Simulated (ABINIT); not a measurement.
A run of ABINIT 10.8.3 (patched build) is set up as follows.

run.abi

```
# Datasets: one volume each
ndtset 7
getwfk -1
scalecart1 3*0.9795861087
scalecart2 3*0.9864848297
scalecart3 3*0.9932883884
scalecart4 3*1.0000000000
scalecart5 3*1.0066227096
scalecart6 3*1.0131594038
scalecart7 3*1.0196128224

# Pseudopotentials
pp_dirpath "./"
pseudos "Mg.GGA_PBE-JTH.xml, B.GGA_PBE-JTH.xml"

# Structure
acell 3*1.0 Angstrom
rprim
     3.0850000000     0.0000000000     0.0000000000
    -1.5425000000     2.6716883707     0.0000000000
     0.0000000000     0.0000000000     3.5230000000
ntypat 2
znucl 12 5
natom 3
typat 1 2 2
xred
     0.0000000000     0.0000000000     0.0000000000
     0.6666666667     0.3333333333     0.5000000000
     0.3333333333     0.6666666667     0.5000000000

# Plane-wave basis
ecut 408.170794 eV
pawecutdg 30.0
pawovlp 30

# k points
kptopt 1
ngkpt 10 10 8
nshiftk 1
shiftk 0.0 0.0 0.0

# Exchange and correlation
ixc -120135

# Bands and occupations
nband 12
occopt 3
tsmear 0.05 eV

# SCF cycle
nstep 100
tolvrs 1.0e-9

# Output
iomode 3
prtwf 1
prtden 0
prteig 0
prtebands 0
enunit 1
```

Potentials or basis: JTH PAW PBE v2.0.

The run is started by

```bash
$ abinit run.abi > log 2>&1
```

Task: Estimate the equilibrium volume.

Result: 9.50 Å³/atom.

Task: Predict the pressure derivative of the bulk modulus.

Result: 3.4.

Task: Predict the bulk modulus at fixed shape and positions.

Result: 155 GPa.

Energy against volume, from the lowest point:
```csv
volume (Å³/atom),energy (meV/atom)
9.098,8.86
9.292,2.35
9.485,0.00
9.679,1.53
9.873,6.57
10.066,14.81
10.260,25.99
```

Caveat: the cutoff is too short for stress, so the log's stress isn't used; pressures at fixed basis lie under the slope of the energies; the cell was scaled at fixed shape and fractional positions, which overstates the stiffness of a crystal with free parameters, most of all of layers and chains; the PAW data sets were made with another functional, which shifts forces and pressure a little; the atomic spheres overlap.
